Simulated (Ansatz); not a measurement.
The system is FeO (Wuestite).

```
CELL_PARAMETERS angstrom
0.00000 2.15540 2.15540
2.15540 0.00000 2.15540
2.15540 2.15540 0.00000
ATOMIC_POSITIONS crystal
Fe 0.00000 0.00000 0.00000
O 0.50000 0.50000 0.50000
```

- Program: Ansatz 0.2.0
- Task: relaxation of cell and atoms
- Functional: PBEsol
- Potentials or basis: Ansatz PAW
- Cutoff: 420 eV (not typed: the program's choice for these potentials)
- k mesh: 11 × 11 × 11
- Occupations: fermi-dirac, width 0.05 eV
- Spin: collinear spin, ferromagnetic start
- Starting moments: [3.0, 0.0] μB

At the start: volume 10.01 Å³/atom.

Problem. Where does the relaxation end?

Solution. It ends after 7 steps and the volume is 9.57 Å³/atom (-4.4 %); space group Fm-3m (No. 225, to 0.05 Å); moment 4.00 μB per cell.

Step by step:
```csv
step,energy change (eV),largest force (eV/Å),volume (Å³)
1,0.0000,0.0000,20.03
2,-0.0233,0.0000,19.46
3,-0.0277,0.0000,19.14
4,-0.0277,0.0000,19.16
5,-0.0247,0.0000,19.16
6,-0.0249,0.0000,19.14
7,-0.0248,0.0000,19.14
```

Final structure:
```
Fe O
1.0
     0.00000    2.12303    2.12303
     2.12303    0.00000    2.12303
     2.12303    2.12303    0.00000
Fe O
1 1
Direct
  0.00000 0.00000 0.00000
  0.50000 0.50000 0.50000
```

Caveat: the plane-wave basis is chosen anew once the cell has moved, so the energies of steps on either side of that aren't comparable; the pressure holds a Pulay correction of +0.7 GPa for the finite cutoff; a cell with one magnetic atom can't hold antiferromagnetic order, which such compounds often take; the PAW data sets come from PBE, with cores solved anew for the run's functional, which leaves a small shift of forces and pressure.
